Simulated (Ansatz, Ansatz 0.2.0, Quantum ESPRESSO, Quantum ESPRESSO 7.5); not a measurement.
# Lattice constant of cubic Mg₂La: PBEsol and r2SCAN compared with diffraction

## The measurement

The reference is the cubic lattice constant a = 8.774 Å, compiled from diffraction data in a printed reference work on crystal structures and lattice constants of metals. The temperature is not given with the value; we take it to be a room-temperature X-ray result, probably from older work on polycrystalline alloys. A room-temperature diffraction refinement (2005, Crystallography Open Database entry 2206344) has a = 8.81 Å, which is 0.036 Å or about 0.4 % larger. Our relaxations start from this second cell, so it serves as a second measurement but not as a test independent of the starting point. Mg₂La is an equilibrium phase only at high temperature and decomposes on slow cooling. Room-temperature samples are therefore retained metastably, and their composition and thermal history may matter to the lattice constant.

| compared with | measured | source's wording or label | T (K) | method |
| --- | --- | --- | --- | --- |
| a (Å) | 8.774 | cubic a | – | compiled diffraction data * |
| a (Å) | 8.81 | 8.8100 | room temperature | diffraction refinement behind the database entry |

Where a quantity has several values, deviations refer to the one marked *.

Conditions are those given with the value in the passage it was taken from; "not stated" means there, and the paper may say more elsewhere. The values are a selection: others may have been left out beforehand as unlike or outlying.

## Model and target

We want the lattice constant of ordered, stoichiometric Mg₂La in the C15 structure, with six atoms in the primitive cell. The compound is a nonmagnetic metal with an empty La 4f shell, so a calculation without spin polarisation is adequate. Success means a within 0.5 % of 8.774 Å. That is about the accuracy a good semilocal functional can be asked for in an intermetallic, and it is still fine enough to expose a functional that binds too strongly or too weakly.

We start with PBEsol, which was built for the equilibrium volumes of solids. We prefer it to LDA, which would be expected to give too small a cell, particularly with soft, large atoms such as Mg and La. The relaxed cell is static, whereas thermal expansion and zero-point motion together should enlarge the real crystal by roughly 0.3 to 0.5 % at room temperature. A sound static result should therefore lie somewhat below the measured value. Once the PBEsol cell is known, we will tighten mesh and cutoff, and then set r2SCAN beside it for scale.

Plain PBE isn't shown in this study.

System: Mg2La, C15 cubic Laves; Fd-3m (No. 227), 6 atoms in the primitive cell; the database structure is a diffraction structure: a = 8.810 Å; structure from the Crystallography Open Database.

On the selection of runs and values: Further runs on this system are not shown.

## 1. PBEsol relaxation of the cubic cell

A full relaxation at the default cutoff with a 6×6×6 mesh gives the number on which the rest depends. We expect a lattice constant slightly below the reference, both because the calculation is static and because PBEsol tends to bind soft metals a little too tightly.

**Run 1.** Ansatz 0.2.0: PBEsol, cell and atoms relaxed from the database structure, PAW set soft_2, cutoff 420 eV (default), 6x6x6 k mesh, Gaussian smearing 0.1 eV.

Key lines of the input:
```
crystal:
  # lattice and atoms
kpoints:
  mp_grid: { grid: [6, 6, 6] }
hamiltonian:
  xc: pbesol
scf:
  occupations: { method: gaussian, width: 0.1 }
output:
  forces: true
  stress: true
relax:
  adjacent_minimum: "off"
  f_tol: 0.005
  max_steps: 60
  cell: { stress_tol: 0.03 }
```

Command:
```
ansatz run input.yaml --threads 4 --pin off --max-ram 16384MiB --backend cpu --events-out ev --progress --plain --runs-dir out
```

Selected lines of the output:
```
relax step   4: F+E_penalty+E_count = -19971.41670811 eV  [...]  max|allowed force component| = 1.334e-16 eV/Å  [...]  P = +0.011 GPa  Ω = 163.552 Å³  [...]
  cell:  # Å, volume = 163.5522 Å³
```

Converged; 5.8 s on 4 cores of Arm Neoverse V2, shared host.

| quantity | run 1 | measured | deviation |
| --- | --- | --- | --- |
| a (Å) | 8.681 | 8.774 | −0.093 (−1.1 %) |
| conventional cell volume (Å³) | 654.21 |  |  |

PBEsol gives a = 8.681 Å, 0.093 Å below the reference and outside the target by a factor of two. The sign is the one we expected, but the size is not. The cell from the database refinement lies further away still, so choosing the other measurement would not rescue the result. The relaxation ended at a pressure of 0.011 GPa, which leaves the numerical settings and the potentials to be examined before the functional is blamed.

## 2. Mesh, cutoff and an independent program

We repeat the relaxation with an 8×8×8 mesh and, separately, with a cutoff of 590 eV, so that each change can be read on its own. A third relaxation uses Quantum ESPRESSO with norm-conserving PseudoDojo potentials, which tests the PAW set and the program together. We expect all three to stay close to the first cell; a clear shift in the third alone would point to the potentials or the implementation.

**Run 2.** Ansatz 0.2.0: PBEsol, cell and atoms relaxed from the database structure, PAW set soft_2, cutoff 420 eV (default), 8x8x8 k mesh, Gaussian smearing 0.1 eV.

Key lines of the input, as changed from run 1:
```diff
  kpoints:
-   mp_grid: { grid: [6, 6, 6] }
+   mp_grid: { grid: [8, 8, 8] }
```

Selected lines of the output:
```
relax step   4: F+E_penalty+E_count = -19971.40687748 eV  [...]  max|allowed force component| = 1.411e-16 eV/Å  [...]  P = +0.011 GPa  Ω = 163.586 Å³  [...]
```

Converged; 6.8 s on 4 cores of AMD EPYC 9R14 (Zen 4), shared host.

**Run 3.** Ansatz 0.2.0: PBEsol, cell and atoms relaxed from the database structure, PAW set soft_2, cutoff 590 eV, 6x6x6 k mesh, Gaussian smearing 0.1 eV.

Key lines of the input, as changed from run 1:
```diff
+ basis:
+   ecutwfc: 590.0
```

Selected lines of the output:
```
relax step   4: F+E_penalty+E_count = -19971.41780416 eV  [...]  max|allowed force component| = 1.249e-16 eV/Å  [...]  P = +0.011 GPa  Ω = 163.548 Å³  [...]
```

Converged; 6.7 s, same machine.

**Run 4.** Quantum ESPRESSO 7.5: PBEsol, PseudoDojo norm-conserving potentials, cell and atoms relaxed from the database structure, cutoff 110 Ry, 6x6x6 k mesh, Marzari-Vanderbilt smearing 0.14 eV.

Key lines of the input:
```
! potential files: PseudoDojo norm-conserving potentials, made for PBEsol
&control
  calculation = 'vc-relax'
  forc_conv_thr = 2.0d-4
  etot_conv_thr = 1.0d-5
  nstep = 60
/
&system
  nat = 6
  ntyp = 2
  ecutwfc = 110
  nbnd = 43
  occupations = 'smearing'
  smearing = 'mv'
  degauss = 0.01029
/
&electrons
  conv_thr = 1.0d-8
  electron_maxstep = 100
  mixing_beta = 0.4
/
&ions
/
&cell
  press_conv_thr = 0.5
/
ATOMIC_SPECIES
  La 138.905 La.upf
  Mg 24.305 Mg.upf
[... cell and positions ...]
K_POINTS automatic
  6 6 6 0 0 0
```

Command:
```
OMP_NUM_THREADS=1 mpirun -n 8 pw.x -nk 8 -in relax.in > relax.out
```

Selected lines of the output:
```
     bfgs converged in   6 scf cycles and   5 bfgs steps
          total   stress  (Ry/bohr**3)                   (kbar)     P=        0.01
```

Converged; 4 min on 8 cores of Intel Xeon 6975P-C (Granite Rapids), shared host. Warnings: WARNING: bfgs curvature condition failed, Theta= 0.964.

| quantity | run 2 | run 3 | run 4 | measured |
| --- | --- | --- | --- | --- |
| a (Å) | 8.682 | 8.681 | 8.684 | 8.774 |
| conventional cell volume (Å³) | 654.34 | 654.19 | 654.79 |  |
| final pressure (GPa) | – | – | 0.001 |  |

The PBEsol cell holds. The denser mesh and the higher cutoff move a by no more than 0.001 Å, which is within what the stopping threshold on the stress allows. Quantum ESPRESSO, with other potentials and another smearing, gives 8.684 Å, only 0.003 Å above the first run. Its warning concerns a curvature condition in the BFGS optimiser; the relaxation still converged, with a final pressure of 0.001 GPa. Mesh, cutoff and choice of potentials therefore do not explain a gap of 0.09 Å to the reference.

## 3. r2SCAN, and spin-orbit coupling in PBEsol

We now change the functional. r2SCAN, a meta-GGA, is relaxed on the 6×6×6 mesh, and again on a 4×4×4 mesh to see how sensitive its cell is to the sampling. We expect a larger cell than with PBEsol. Alongside it we repeat the PBEsol relaxation with spin-orbit coupling, since lanthanum is heavy enough for the question to be asked; with the 4f shell empty we expect only a small change.

**Run 5.** Ansatz 0.2.0: r2SCAN, cell and atoms relaxed from the database structure, PAW set soft_2, cutoff 500 eV (default), 6x6x6 k mesh, Gaussian smearing 0.1 eV.

Key lines of the input, as changed from run 1:
```diff
  hamiltonian:
-   xc: pbesol
+   xc: r2scan
```

Selected lines of the output:
```
relax step   1: F+E_penalty+E_count = -20235.90472669 eV  [...]  max|allowed force component| = 2.390e-17 eV/Å  [...]  P = -0.211 GPa  Ω = 170.949 Å³  (7 SCF iters, dr2 threshold 1.00e-7 [...]
relax step   3: F+E_penalty+E_count = -20235.90536670 eV  [...]  max|allowed force component| = 6.322e-17 eV/Å  [...]  P = -0.014 GPa  Ω = 170.035 Å³  [...]
```

Converged; 13 s on 4 cores of Arm Neoverse V1, shared host.

**Run 6.** Ansatz 0.2.0: r2SCAN, cell and atoms relaxed from the database structure, PAW set soft_2, cutoff 500 eV (default), 4x4x4 k mesh, Gaussian smearing 0.1 eV.

Key lines of the input, as changed from run 5:
```diff
  kpoints:
-   mp_grid: { grid: [6, 6, 6] }
+   mp_grid: { grid: [4, 4, 4] }
```

Selected lines of the output:
```
relax step   1: F+E_penalty+E_count = -20235.83180828 eV  [...]  max|allowed force component| = 1.773e-17 eV/Å  [...]  P = -0.149 GPa  Ω = 170.949 Å³  (8 SCF iters, dr2 threshold 1.00e-7 [...]
relax step   3: F+E_penalty+E_count = -20235.83219361 eV  [...]  max|allowed force component| = 5.705e-17 eV/Å  [...]  P = -0.009 GPa  Ω = 170.303 Å³  [...]
```

Converged; 8.3 s, same machine.

**Run 7.** Ansatz 0.2.0: PBEsol with spin-orbit coupling, cell and atoms relaxed from the database structure, cutoff 420 eV (default), 6x6x6 k mesh, Gaussian smearing 0.1 eV.

Key lines of the input, as changed from run 1:
```diff
  hamiltonian:
+   pseudopotentials: { kind: paw_fr }
+ magnetization:
+   noncollinear: true
+   spin_orbit: true
```

Command:
```
ansatz run input.yaml --threads 8 --pin off --max-ram 16384MiB --backend cpu --events-out ev --progress --plain --runs-dir out
```

Selected lines of the output:
```
relax step   4: F+E_penalty+E_count = -19981.99710392 eV  [...]  max|allowed force component| = 1.338e-16 eV/Å  [...]  P = +0.010 GPa  Ω = 163.555 Å³  [...]
```

Converged; 12 s on 8 cores of Intel Xeon 6975P-C (Granite Rapids), shared host.

| quantity | run 5 | run 6 | run 7 | measured |
| --- | --- | --- | --- | --- |
| a (Å) | 8.794 | 8.799 | 8.681 | 8.774 |
| conventional cell volume (Å³) | 680.14 | 681.21 | 654.22 |  |

r2SCAN gives a = 8.794 Å on the 6×6×6 mesh, 0.020 Å or 0.2 % above the reference and inside the target. The cell is 0.113 Å larger than the PBEsol one and lies between the two measured values. The 4×4×4 mesh gives 8.799 Å. Part of such a small difference could come from where the relaxations stop, but at the identical starting cell the pressures already differ, −0.211 against −0.149 GPa, so the sampling does have an effect. It is small beside the distance between the functionals. This comparison runs towards a coarser mesh, however, and does not establish convergence at 6×6×6; a denser r2SCAN mesh is not shown in this report.

Spin-orbit coupling, introduced together with fully relativistic potentials, leaves the PBEsol lattice constant at 8.681 Å. The combined change is below the printed precision and does nothing to close the PBEsol gap.

## Collected results

| run | settings | a (Å) | deviation | cost |
| --- | --- | --- | --- | --- |
| 1 | Ansatz: PBEsol, PAW set soft_2, cutoff 420 eV (default), 6x6x6 k mesh, Gaussian smearing 0.1 eV | 8.681 | −0.093 (−1.1 %) | under 1 core-min |
| 2 | Ansatz: PBEsol, PAW set soft_2, cutoff 420 eV (default), 8x8x8 k mesh, Gaussian smearing 0.1 eV | 8.682 | −0.092 (−1.1 %) | under 1 core-min |
| 3 | Ansatz: PBEsol, PAW set soft_2, cutoff 590 eV, 6x6x6 k mesh, Gaussian smearing 0.1 eV | 8.681 | −0.093 (−1.1 %) | under 1 core-min |
| 4 | Quantum ESPRESSO: PBEsol, PseudoDojo norm-conserving potentials, cutoff 110 Ry, 6x6x6 k mesh, Marzari-Vanderbilt smearing 0.14 eV | 8.684 | −0.090 (−1.0 %) | 32 core-min |
| 5 | Ansatz: r2SCAN, PAW set soft_2, cutoff 500 eV (default), 6x6x6 k mesh, Gaussian smearing 0.1 eV | 8.794 | +0.020 (+0.2 %) | under 1 core-min |
| 6 | Ansatz: r2SCAN, PAW set soft_2, cutoff 500 eV (default), 4x4x4 k mesh, Gaussian smearing 0.1 eV | 8.799 | +0.025 (+0.3 %) | under 1 core-min |
| 7 | Ansatz: PBEsol with spin-orbit coupling, cutoff 420 eV (default), 6x6x6 k mesh, Gaussian smearing 0.1 eV | 8.681 | −0.093 (−1.1 %) | 95 core-s |
|  | measured | 8.774 |  |  |

Further runs on the same system, made beside this series (convergence steps with loose settings among them):

| further | settings | a (Å) | deviation | cost |
| --- | --- | --- | --- | --- |
| F1 | Ansatz: r2SCAN+rVV10, PAW set soft_2, cutoff 500 eV (default), 6x6x6 k mesh, Gaussian smearing 0.1 eV | 8.762 | −0.012 (−0.1 %) | 1.7 core-min |
| F2 | Ansatz: PBEsol+D3(BJ), PAW set soft_2, cutoff 420 eV (default), 6x6x6 k mesh, Gaussian smearing 0.1 eV | 8.519 | −0.255 (−2.9 %) | under 1 core-min |
| F3 | Ansatz: BLYP+D3(BJ), PAW set soft_2, cutoff 420 eV (default), 6x6x6 k mesh, Gaussian smearing 0.1 eV | 8.512 | −0.262 (−3.0 %) | under 1 core-min |
| F4 | Ansatz: BLYP, PAW set soft_2, cutoff 420 eV (default), 6x6x6 k mesh, Gaussian smearing 0.1 eV | 8.881 | +0.107 (+1.2 %) | under 1 core-min |
| F5 | Ansatz: LDA, PAW set soft_2, cutoff 420 eV (default), 6x6x6 k mesh, Gaussian smearing 0.1 eV | 8.566 | −0.208 (−2.4 %) | under 1 core-min |
| F6 | Ansatz: PBEsol, PAW set soft_2, cutoff 420 eV (default), 4x4x4 k mesh, Gaussian smearing 0.1 eV | 8.684 | −0.090 (−1.0 %) | under 1 core-min |
| F7 | Ansatz: PBEsol, PseudoDojo norm-conserving pseudopotentials, cutoff 1497 eV (default), 6x6x6 k mesh, Gaussian smearing 0.1 eV | 8.681 | −0.093 (−1.1 %) | 2.3 core-min |
|  | measured | 8.774 |  |  |

## Outcome

PBEsol, the level we committed to, misses the target: a = 8.681 Å is 1.1 % below the reference. r2SCAN, added for scale, meets it as calculated with 8.794 Å, 0.2 % too large, in under one core-minute.

That agreement rests partly on leaving out thermal and zero-point expansion. Our rough allowance of 0.3 to 0.5 % would put r2SCAN about 0.5 to 0.7 % above the reference, just outside the target, and PBEsol about 0.6 to 0.8 % below it. The two functionals then err by similar amounts in opposite directions. Against the larger database cell, r2SCAN would stay within 0.5 % and PBEsol would not. The 0.4 % between the two measurements thus affects the judgement of r2SCAN, and composition or thermal history of the metastable samples may contribute to it.

The checks with a denser mesh, a higher cutoff and a second program were the useful ones: they rule out mesh, cutoff and potentials as the source of the PBEsol miss, and F7 supports this with norm-conserving potentials in the first program. What is left is the missing expansion, which by our estimate covers part of the gap, and beyond it the functional and the uncertainty of the reference. The spin-orbit run changed nothing of note. For r2SCAN the mesh comparison runs to a coarser mesh, where a denser one would have served better; a denser mesh and a check of its cutoff or potentials are not shown in this report.

Adding rVV10 to r2SCAN (F1) shortens a to 8.762 Å, which leaves room for the expansion: with our rough allowance it would end between the two measurements. D3(BJ) on PBEsol (F2) contracts the cell far too much, so a dispersion term is no general remedy here. Which r2SCAN variant is better remains open without a better-defined measured cell and a calculated expansion.

[Logs are printed without paths, hosts, clocks, repeated set-up lines and the standing remarks that a program may print on its own settings, such as how far it seeks lower states.]

[The runs shown are a pick from a larger set of finished runs; failed, doubtful and other runs were left out of it ahead of writing. So were measured values far from every level or from commonly accepted values, and agreement can look better than it is. Lines of input and output are excerpts and may be shortened.]
